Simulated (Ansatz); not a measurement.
# Ge: molecular dynamics, part 2 of 2

The plan is to heat the crystal hard, then cool it somewhat, and see whether it keeps its order. Runs: 60 steps of 2.25 fs under a Nosé-Hoover thermostat at 3500 K; 80 steps of 3 fs under a Langevin thermostat at 2100 K. The start is the crystal (diamond), its volume scaled by 1.05.

Ansatz 0.2.0; DFT PBE, plane waves, PAW, scalar-relativistic, no spin polarisation. Earlier steps stand in the parts before.

## 6. Run 2

80 steps of 3 fs under a Langevin thermostat at 2100 K, starting from the last frame of an earlier run, with new velocities.

Contents of input.yaml:

```yaml
crystal:
  lattice:
    - [0.0, 5.752803, 5.752803]
    - [5.752803, 0.0, 5.752803]
    - [5.752803, 5.752803, 0.0]
  atoms:
    - { symbol: Ge, position: [-0.00434879, -0.06854073, -0.12458387] }
    - { symbol: Ge, position: [0.01855867, 0.06971145, 0.19831589] }
    - { symbol: Ge, position: [0.1294292, 0.15900387, 0.40264395] }
    - { symbol: Ge, position: [0.25440143, 0.23048588, 0.66855511] }
    - { symbol: Ge, position: [-0.0396208, 0.43524474, -0.08733166] }
    - { symbol: Ge, position: [0.13667546, 0.49273249, 0.06734703] }
    - { symbol: Ge, position: [-0.03011016, 0.56448469, 0.41212836] }
    - { symbol: Ge, position: [0.08422437, 0.70367363, 0.55951355] }
    - { symbol: Ge, position: [0.4310739, -0.00556428, 0.03960628] }
    - { symbol: Ge, position: [0.56848984, 0.19672235, 0.13584834] }
    - { symbol: Ge, position: [0.58576879, -0.07041657, 0.52987035] }
    - { symbol: Ge, position: [0.74232605, 0.09133798, 0.67315652] }
    - { symbol: Ge, position: [0.49817828, 0.58093068, 0.05252503] }
    - { symbol: Ge, position: [0.70100019, 0.62054152, 0.20915001] }
    - { symbol: Ge, position: [0.44245243, 0.39990839, 0.56505707] }
    - { symbol: Ge, position: [0.48150115, 0.59974391, 0.69819803] }
basis:
  ecutwfc: 420.0
kpoints:
  mp_grid: { grid: [2, 2, 2] }
hamiltonian:
  xc: pbe
scf:
  occupations: { method: fermi_dirac, width: 0.3 }
  lower_state_search: "off"
md:
  timestep: 3
  n_steps: 80
  ensemble: nvt_langevin
  temperature: 2100.0
  initial_velocities: maxwell_boltzmann
  seed: 128738
  friction: 0.005
```

The run is started by

```bash
> ansatz run input.yaml --threads 2 --pin off --max-ram 5120MiB --backend cpu --events-out ev --progress --plain --runs-dir out
```

Log, shortened:

```text
Warning: md: disabling space-group detection — thermal motion breaks the input geometry's symmetry, so no spatial operation reduces the k-mesh or symmetrises the density; time reversal is kept, so that k and −k are solved as one point where they differ and the mesh holds both, and exact [...]
Warning: RAYON_NUM_THREADS=2 ignored (pool sized by the plan → 2); use --threads N
band count auto-derived: 147 (N_el = 224.0; filled up to band 112; 135 by the electrons, moments and atoms)
[...]
Pseudopotentials: kind: paw
Pseudopotential: Ge, paw, valence charge 14, recommended cutoff 420 eV (normal), Ge.paw.azcp
Functional definition: PBE
[...]
Crystal: 16 atoms, lattice volume = 380.775 Å³
Basis set: ecut = 420 eV, 7391 PW (Γ), exchange–correlation on 120×120×120 points (8 copies of the dense FFT grid, shifted against one another)
Bands: 147, of which v1, the nominal top of the filled ones, is band 112 counted from 1 (111 counted from 0)
Symmetry: 1 space group operations
k-points: 8
[...]
SCF iter   1: F=—  HF=-68712.424275 eV  |F-HF|=—  |Δ(HF+E_count)|=         —  Δρ=2.27e-3  dr2=6.28e-2  ethr=1.77e-3  ⟨swp⟩=5.2  Hψ=3921  notcnv=0
[...]
md step     0: t =     0.00 fs  T =  1968.8 K  F+E_penalty+E_count = -68712.41600670 eV  E_kin = 4.071690 eV  (10 SCF iters)
[...]
md step     7: t =    21.00 fs  T =  1784.6 K  F+E_penalty+E_count = -68712.54430703 eV  E_kin = 3.690865 eV  (6 SCF iters)
[...]
md step    14: t =    42.00 fs  T =  1769.1 K  F+E_penalty+E_count = -68711.70303184 eV  E_kin = 3.658723 eV  (5 SCF iters)
[...]
md step    21: t =    63.00 fs  T =  1891.5 K  F+E_penalty+E_count = -68711.48542919 eV  E_kin = 3.912017 eV  (5 SCF iters)
[...]
md step    28: t =    84.00 fs  T =  1895.3 K  F+E_penalty+E_count = -68712.10393190 eV  E_kin = 3.919702 eV  (6 SCF iters)
[...]
md step    29: t =    87.00 fs  T =  1851.0 K  F+E_penalty+E_count = -68712.17372264 eV  E_kin = 3.828251 eV  (5 SCF iters)
[...]
md step    30: t =    90.00 fs  T =  1803.1 K  F+E_penalty+E_count = -68712.23641031 eV  E_kin = 3.729167 eV  (7 SCF iters)
[...]
```

## 7. The output, continued: dynamics from the last frame of the run before

The log, continued, shortened:

```text
md step    31: t =    93.00 fs  T =  1894.0 K  F+E_penalty+E_count = -68712.29888388 eV  E_kin = 3.917099 eV  (6 SCF iters)
[...]
md step    43: t =   129.00 fs  T =  2144.2 K  F+E_penalty+E_count = -68712.16060870 eV  E_kin = 4.434531 eV  (5 SCF iters)
[...]
md step    55: t =   165.00 fs  T =  2216.6 K  F+E_penalty+E_count = -68712.46899621 eV  E_kin = 4.584206 eV  (5 SCF iters)
[...]
md step    67: t =   201.00 fs  T =  2158.1 K  F+E_penalty+E_count = -68712.22774052 eV  E_kin = 4.463391 eV  (6 SCF iters)
[...]
md step    79: t =   237.00 fs  T =  2100.3 K  F+E_penalty+E_count = -68713.28362686 eV  E_kin = 4.343727 eV  (6 SCF iters)
[...]
md step    80: t =   240.00 fs  T =  1947.4 K  F+E_penalty+E_count = -68713.20790431 eV  E_kin = 4.027515 eV  (7 SCF iters)
SCF converged after 7 iterations
Free energy (F): -68713.207904 eV
[...]
E sigma→0 (E₀):  -68711.911981 eV
Entropy (-TS):   -2.591846 eV (-161.990 meV/atom)
Fermi energy:    7.757979 eV
[...]
--- Forces (eV/Å), atoms counted from 1 ---
  atom   1  Ge    -0.07546998     0.36638627     0.44867903
  atom   2  Ge    -0.35031955     0.01947539    -0.10041276
  atom   3  Ge    -1.05434038    -1.93866952    -0.50298303
  atom   4  Ge     1.75103401     1.43281685     0.36444079
  atom   5  Ge    -0.73513000     0.24131930     0.25890856
  atom   6  Ge     0.56465367    -0.02295125    -0.00984747
  atom   7  Ge    -0.24757276     0.47154221     0.03727273
  atom   8  Ge    -0.15551902    -0.09701721    -0.15027449
[...]
--- MD trajectory: 80 steps, t = 0.0 → 240.0 fs ---
  final state: T = 1947.4 K   F+E_penalty+E_count = -68713.20790431 eV   E_kin = 4.027515 eV
```

Run time: 17 min. Hardware: 2 threads of Arm Neoverse V2, shared host; peak memory 1.3 GiB.

## 8. The trajectory

One step in 4; energies are changes from step 0; msd is the mean square displacement from the start, the centre of mass held:

```csv
time (fs),T (K),potential energy change (meV/atom),msd Ge (Å²)
0.0,1969,0.0,0.000
12.0,1823,-9.5,0.009
24.0,1769,-1.6,0.034
36.0,1772,32.2,0.072
48.0,1863,54.5,0.118
60.0,2088,60.8,0.174
72.0,1813,41.4,0.228
84.0,1895,19.5,0.280
96.0,1910,2.7,0.326
108.0,2254,-7.6,0.374
120.0,1987,4.8,0.423
132.0,2159,18.2,0.477
144.0,2239,11.7,0.531
156.0,2304,0.8,0.585
168.0,2141,-3.5,0.648
180.0,2126,10.4,0.720
192.0,2125,38.9,0.782
204.0,2206,-3.8,0.819
216.0,2547,-53.4,0.858
228.0,2298,-63.7,0.903
240.0,1947,-49.5,0.943
```

time (fs), T (K) and a bar:
```
      0.0       1969 #########
      9.0       1956 #########
     21.0       1785 ##
     30.0       1745 
     42.0       1769 #
     51.0       2000 ###########
     63.0       1892 ######
     72.0       1813 ###
     84.0       1895 ######
     93.0       1894 ######
    105.0       2323 ########################
    114.0       2124 ################
    126.0       2100 ###############
    135.0       2155 #################
    147.0       2381 ###########################
    156.0       2304 #######################
    168.0       2141 #################
    177.0       2216 ####################
    189.0       2118 ################
    198.0       2153 #################
    210.0       2462 ##############################
    219.0       2337 #########################
    231.0       2235 ####################
    240.0       1947 ########
```

Pair distribution over the second half of the run:

| r (Å) | g Ge–Ge |
| --- | --- |
| 0.68 | 0.00 |
| 0.84 | 0.00 |
| 1.00 | 0.00 |
| 1.16 | 0.00 |
| 1.32 | 0.00 |
| 1.48 | 0.00 |
| 1.64 | 0.00 |
| 1.80 | 0.00 |
| 1.96 | 0.00 |
| 2.12 | 0.09 |
| 2.28 | 0.44 |
| 2.44 | 1.02 |
| 2.60 | 1.24 |
| 2.76 | 1.87 |
| 2.92 | 2.17 |
| 3.08 | 1.63 |
| 3.24 | 1.12 |

First peaks of g(r) (not always the tallest), and, where a minimum follows, the mean number of second-named atoms round a first-named one up to the next minimum:

| pair | peak (Å) | height | minimum (Å) | neighbours |
| --- | --- | --- | --- | --- |
| Ge–Ge | 2.84 | 2.2 | - | - |

## 9. Positions and forces

Positions (Å) and forces (eV/Å):

```xyz
16
Lattice="0.000 5.753 5.753 5.753 0.000 5.753 5.753 5.753 0.000" Properties=species:S:1:pos:R:3:forces:R:3 pbc="T T T" time_fs=39.0 T=1767 dE=0.6199
Ge   -1.107   -0.877   -0.502    0.397    2.296    0.639
Ge    1.338    1.120    0.757   -0.971    1.825   -1.446
Ge    3.283    3.018    1.579   -0.431    0.310   -0.245
Ge    5.108    5.206    2.617   -0.280    0.155   -0.363
Ge    1.966   -0.499    2.247   -0.443   -3.829    0.007
Ge    3.156    0.993    3.443    1.591    1.817    2.135
Ge    5.444    2.598    2.847    0.310   -0.666    0.042
Ge    7.254    3.620    4.462    0.399   -0.031    0.004
Ge    0.064    2.548    2.797    0.422    0.270   -0.602
Ge    1.959    4.085    4.243   -0.051    0.010   -0.150
Ge    2.847    6.366    2.929   -0.300    0.058    0.273
Ge    4.189    8.458    4.688   -1.105   -2.288   -0.242
Ge    3.642    3.013    6.388   -0.243    0.247   -0.241
Ge    4.655    5.324    7.361   -0.252   -0.588    1.379
Ge    5.592    5.574    5.204    0.520    0.406   -1.067
Ge    7.676    6.732    6.267    0.435    0.006   -0.123
16
Lattice="0.000 5.753 5.753 5.753 0.000 5.753 5.753 5.753 0.000" Properties=species:S:1:pos:R:3:forces:R:3 pbc="T T T" time_fs=81.0 T=1856 dE=0.3863
Ge   -1.133   -0.744   -0.473   -0.030    0.382    0.183
Ge    0.962    1.259    0.908   -0.196   -0.056   -0.099
Ge    3.228    2.979    1.421   -1.150   -0.301   -0.270
Ge    4.913    5.058    2.500    0.774    2.544   -0.233
Ge    1.828   -0.839    2.205    0.478   -0.049   -0.395
Ge    3.345    0.955    3.480    0.094    0.167   -0.083
Ge    5.392    2.904    2.544    1.434   -3.675    0.300
Ge    7.177    3.475    4.295   -0.330    0.083    0.438
Ge    0.052    2.454    3.050    0.247    0.484   -0.038
Ge    1.990    4.182    4.051   -0.174   -0.240   -0.088
Ge    2.997    6.294    2.723   -1.420    0.769    1.982
Ge    3.734    8.339    4.570    0.211   -0.493    0.021
Ge    3.564    3.007    6.653   -0.142    0.353   -0.232
Ge    4.598    5.188    7.337   -0.172   -0.160    1.569
Ge    5.826    5.433    5.348    0.949    0.491   -1.345
Ge    8.101    6.574    6.233   -0.573   -0.296   -1.709
16
Lattice="0.000 5.753 5.753 5.753 0.000 5.753 5.753 5.753 0.000" Properties=species:S:1:pos:R:3:forces:R:3 pbc="T T T" time_fs=120.0 T=1987 dE=0.0761
Ge   -1.207   -0.669   -0.358    1.744   -1.351   -0.145
Ge    0.510    1.407    0.968    0.042   -0.267   -0.062
Ge    3.189    2.953    1.338   -0.253   -0.022    0.841
Ge    4.917    5.157    2.441    0.512    0.066    0.039
Ge    1.856   -1.199    2.059   -0.608    1.518   -0.079
Ge    3.654    1.020    3.566   -0.155    1.044   -0.699
Ge    5.653    2.695    2.405   -0.711   -1.158   -0.675
Ge    7.049    3.463    4.224    0.348   -0.361    1.134
Ge    0.218    2.586    3.278   -0.649   -0.001    0.130
Ge    2.059    4.128    4.039    0.353    0.274   -0.091
Ge    2.891    6.464    2.742   -1.016    0.116    0.394
Ge    3.479    8.137    4.645    0.945   -0.013   -0.410
Ge    3.484    3.109    6.852    0.556   -1.711   -1.100
Ge    4.580    5.147    7.691    1.414    0.131   -0.272
Ge    6.043    5.478    5.123   -0.734    0.846    0.509
Ge    8.349    6.277    5.877   -1.789    0.889    0.485
16
Lattice="0.000 5.753 5.753 5.753 0.000 5.753 5.753 5.753 0.000" Properties=species:S:1:pos:R:3:forces:R:3 pbc="T T T" time_fs=159.0 T=2204 dE=-0.0059
Ge   -0.983   -0.740   -0.331    0.383   -0.777   -0.417
Ge   -0.020    1.466    1.013    0.741    1.246   -0.721
Ge    3.080    3.001    1.368    0.096    0.285    1.137
Ge    4.851    5.411    2.365   -0.320   -1.134    0.919
Ge    1.917   -1.198    1.801   -0.783    0.666    0.474
Ge    3.958    1.173    3.608   -0.780    0.879    0.461
Ge    5.834    2.222    2.132    0.326    0.259   -0.037
Ge    7.033    3.333    4.259   -0.196   -0.088   -0.270
Ge    0.307    2.792    3.350   -1.613   -0.719   -0.340
Ge    2.070    4.157    4.077    1.090    1.005    0.375
Ge    2.526    6.662    2.743   -0.253   -0.400   -0.189
Ge    3.466    8.004    4.807    0.954    0.012   -0.733
Ge    3.573    2.940    6.918    0.469   -0.847   -0.302
Ge    4.895    5.226    7.938    0.670   -1.151   -0.822
Ge    6.118    5.539    4.933   -2.528   -0.018   -0.426
Ge    8.201    6.035    5.681    1.743    0.783    0.891
16
Lattice="0.000 5.753 5.753 5.753 0.000 5.753 5.753 5.753 0.000" Properties=species:S:1:pos:R:3:forces:R:3 pbc="T T T" time_fs=201.0 T=2158 dE=0.1883
Ge   -0.575   -0.961   -0.425    0.006   -0.057    0.051
Ge   -0.264    1.618    0.993    3.804   -1.701   -0.998
Ge    2.996    3.222    1.676    0.148    0.248    0.222
Ge    4.598    5.509    2.476   -0.160   -0.688    0.264
Ge    1.695   -1.175    1.795   -0.002   -0.423    0.089
Ge    4.155    1.345    3.682   -0.116   -0.044    0.123
Ge    6.020    1.941    1.814   -2.814    2.080   -1.695
Ge    6.980    3.156    4.296   -0.427    0.461    0.010
Ge    0.221    2.848    3.232    0.135   -0.164    0.587
Ge    2.154    4.380    4.297   -0.156    0.063   -0.097
Ge    2.024    6.755    2.738    3.191   -1.995    1.663
Ge    3.602    8.015    4.927    0.548    0.251   -0.150
Ge    3.615    2.716    6.864   -3.802    2.032    0.183
Ge    5.251    5.098    7.972   -0.239    0.064   -0.400
Ge    5.846    5.658    5.002   -0.179   -0.119    0.183
Ge    8.350    5.857    5.823    0.064   -0.006   -0.035
16
Lattice="0.000 5.753 5.753 5.753 0.000 5.753 5.753 5.753 0.000" Properties=species:S:1:pos:R:3:forces:R:3 pbc="T T T" time_fs=240.0 T=1947 dE=-0.7919
Ge   -0.310   -1.125   -0.505   -0.075    0.366    0.449
Ge    0.072    1.478    0.862   -0.350    0.019   -0.100
Ge    3.047    3.585    1.971   -1.054   -1.939   -0.503
Ge    4.496    5.289    2.613    1.751    1.433    0.364
Ge    1.522   -1.283    1.835   -0.735    0.241    0.259
Ge    4.236    1.465    3.673    0.565   -0.023   -0.010
Ge    5.961    2.014    1.419   -0.248    0.471    0.037
Ge    6.729    3.090    4.407   -0.155   -0.097   -0.150
Ge    0.201    2.918    3.262    0.362   -1.427    0.369
Ge    2.459    4.556    4.487   -0.182   -0.717    0.682
Ge    2.115    6.492    2.901   -0.371    0.782    0.039
Ge    3.780    8.083    4.960    0.234   -0.021   -0.164
Ge    3.139    2.757    6.766    0.815   -0.684   -0.393
Ge    5.548    4.936    7.838   -0.265    1.563   -0.758
Ge    5.528    5.697    5.131   -0.056   -0.179    0.346
Ge    8.543    5.714    6.048   -0.234    0.209   -0.466
```

Reading of run 2. Against a set 2100 K the second half averages 2214 K with a spread of 146 K (in equilibrium 16 atoms would scatter by about 429 K, over a far longer run). The atom that moves most swings out by 1.92 Å (the median distance to the nearest neighbour, bonds to H left out, is 2.66 Å), and none ends a neighbour distance from its start. Counted from the crystal's sites, with the common drift removed, the atoms stand 1.43 Å away over the last tenth of the run (root mean square), 57 % of the neighbour distance: well past the 10 to 20 % at which crystals usually melt, so the lattice order is being lost.

## 10. What came out

The summary covers parts 1 to 2.

| quantity | value |
| --- | --- |
| run 1: length | 60 steps of 2.25 fs |
| run 1: temperature, first and last step | 3500 and 5989 K |
| run 1: temperature, second half | mean 4472 K, from 2991 to 6053 K |
| run 1: potential energy, second half | +299 meV/atom from this run's first step |
| run 1: largest change of the conserved energy | 0.66 meV/atom |
| run 1: mean square displacement, second half | Ge 0.623 Å² |
| run 2: length | 80 steps of 3 fs |
| run 2: temperature, first and last step | 1969 and 1947 K |
| run 2: temperature, second half | mean 2214 K, from 1947 to 2611 K |
| run 2: potential energy, second half | -7 meV/atom from this run's first step |
| run 2: mean square displacement, second half | Ge 0.700 Å² |

**Reading.** Mean temperatures of the second halves: 4472 K, 2214 K. In the last run: counted from the crystal's sites, with the common drift removed, the atoms stand 1.43 Å away over the last tenth of the run (root mean square), 57 % of the neighbour distance: well past the 10 to 20 % at which crystals usually melt, so the lattice order is being lost. Averages from a run of 240 fs with 16 atoms are rough.
